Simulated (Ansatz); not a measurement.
input.yaml

```yaml
crystal:
  lattice:
    - [-1.7691966504, 1.7691966504, 1.7691966504]
    - [1.7691966504, -1.7691966504, 1.7691966504]
    - [1.7691966504, 1.7691966504, -1.7691966504]
  atoms:
    - { symbol: Nb, position: [0.0, 0.0, 0.0] }
basis:
  ecutwfc: 420
kpoints:
  mp_grid: { grid: [16, 16, 16] }
hamiltonian:
  xc: pbe
scf:
  occupations: { method: gaussian, width: 0.1 }
output:
  forces: true
  stress: true
  eigenvalues: true
```

Command:
```bash
ansatz run input.yaml --threads 1 --pin off --max-ram 1331MiB --backend cpu --events-out ev --progress --plain --runs-dir out
```

Level of theory: DFT PBE, scalar-relativistic, plane waves, PAW (Ansatz).

Part of what the program printed, abridged:

```
Pseudopotentials: kind: paw
Pseudopotential: Nb, paw, valence charge 13, recommended cutoff 420 eV (normal)
Functional definition: PBE
Crystal: 1 atom, lattice volume = 22.151 Å³
Basis set: ecut = 420 eV, 429 PW (Γ), exchange–correlation on 48×48×48 points (8 copies of the dense FFT grid, shifted against one another)
Bands: 11, of which v1, the nominal top of the filled ones, is band 7 counted from 1 (6 counted from 0)
Symmetry: 48 space group operations
Space group: Im-3m (ITA 229), of the structure as read, at distance tolerance 2.8e-5 Å
k-points: 145 of 4096
Initial density: superposition of atomic densities (neutral atoms: chi_scale 0, normalization atom), corrected by the library's trained network
Initial wavefunctions: pseudopotential atomic-orbital guess
Functional: x = pbe(κ = 0.804, μ = 0.21951497), c = pbe(β = 0.06672455)
SCF iter   1: F=—  HF=-4551.943011 eV  |F-HF|=—  |Δ(HF+E_count)|=         —  Δρ=1.57e-3  dr2=2.53e-4  ethr=1.77e-3  ⟨swp⟩=5.0  Hψ=9351  notcnv=0
SCF iter   2: F=—  HF=-4551.942934 eV  |F-HF|=—  |Δ(HF+E_count)|=   7.67e-5  Δρ=9.27e-4  dr2=5.96e-5  ethr=1.95e-6  ⟨swp⟩=2.1  Hψ=3431  notcnv=0
SCF iter   3: F=—  HF=-4551.942952 eV  |F-HF|=—  |Δ(HF+E_count)|=   1.80e-5  Δρ=2.18e-4  dr2=7.75e-6  ethr=4.58e-7  ⟨swp⟩=2.4  Hψ=2524  notcnv=0
SCF iter   4: F=—  HF=-4551.942952 eV  |F-HF|=—  |Δ(HF+E_count)|=   3.22e-7  Δρ=5.71e-5  dr2=2.65e-7  ethr=5.96e-8  ⟨swp⟩=2.6  Hψ=2255  notcnv=0
SCF iter   5: F=-4551.942952 eV  HF=-4551.942952 eV  |F-HF|=2.18e-9  |Δ(HF+E_count)|=   1.11e-7  Δρ=1.12e-5  dr2=9.30e-9  ethr=2.04e-9  ⟨swp⟩=2.0  Hψ=2461  notcnv=0
SCF iter   6: F=-4551.942952 eV  HF=-4551.942952 eV  |F-HF|=1.82e-11  |Δ(HF+E_count)|=  5.64e-11  Δρ=6.54e-7  dr2=3.06e-11  ethr=7.15e-11  ⟨swp⟩=2.4  Hψ=5318  notcnv=0
SCF 1 converged in 6 iterations: F = -4551.942952 eV  dr2 = 3.06e-11
SCF converged after 6 iterations
Free energy (F): -4551.942952 eV
Harris-Foulkes:  -4551.942952 eV  (|F-HF|=1.82e-11)
Internal energy: -4551.932352 eV  (E = F + TS)
E sigma→0 (E₀):  -4551.937652 eV
Entropy (-TS):   -0.010600 eV (-10.600 meV/atom)
Fermi energy:    13.904030 eV
--- Per-component energies (eV) ---
  E_band       = -119.487723
  E_kinetic    = 387.838633
  E_local      = -813.214738  (includes V_loc(G=0)·N_el)
  E_nonlocal   = 119.340270
  E_hartree    = 251.468797
  E_xc         = -172.983253
  E_vxc        = -209.499733  (∫ρ·V_xc dr)
  E_paw        = -3072.935476  (= ΣΔE_a)
  E_vpaw       = -106.889828  (= ΣTr[D̂ρ^β])
  E_aug_tail   = 0.000007  (compensation charges beyond the density's cutoff)
  E_ewald      = -1251.446593
  E_smearing   = -0.010600  (= −TS)
--- Forces (eV/Å), atoms counted from 1 ---
  atom   1  Nb     0.00000000     0.00000000     0.00000000
--- Stress (GPa, compression-positive) ---
      -23.231872       0.000000       0.000000
        0.000000     -23.231872       0.000000
        0.000000       0.000000     -23.231872
  P = ⅓ Tr σ = -23.2319 GPa (-232.319 kbar)
--- Band table (eV; the first three rows and the last of 145) ---
  k-point 0: bands = ["-40.8004", "-16.4279", "-16.4279", "-16.4279", "8.4439", "14.2632", "14.2632", "14.2632", "16.5395", "16.5395", "27.4169"]
  k-point 1: bands = ["-40.7965", "-16.4556", "-16.4368", "-16.4280", "8.5723", "14.1911", "14.2472", "14.3806", "16.4371", "16.5418", "27.5052"]
  k-point 2: bands = ["-40.7853", "-16.5338", "-16.4619", "-16.4282", "8.9422", "13.9941", "14.1738", "14.7271", "16.2264", "16.5543", "27.6774"]
  k-point 144: bands = ["-40.6206", "-16.9177", "-16.9177", "-16.9177", "11.2011", "11.2011", "18.1867", "18.1867", "18.1867", "21.3925", "21.3925"]
```

Self-consistency was reached.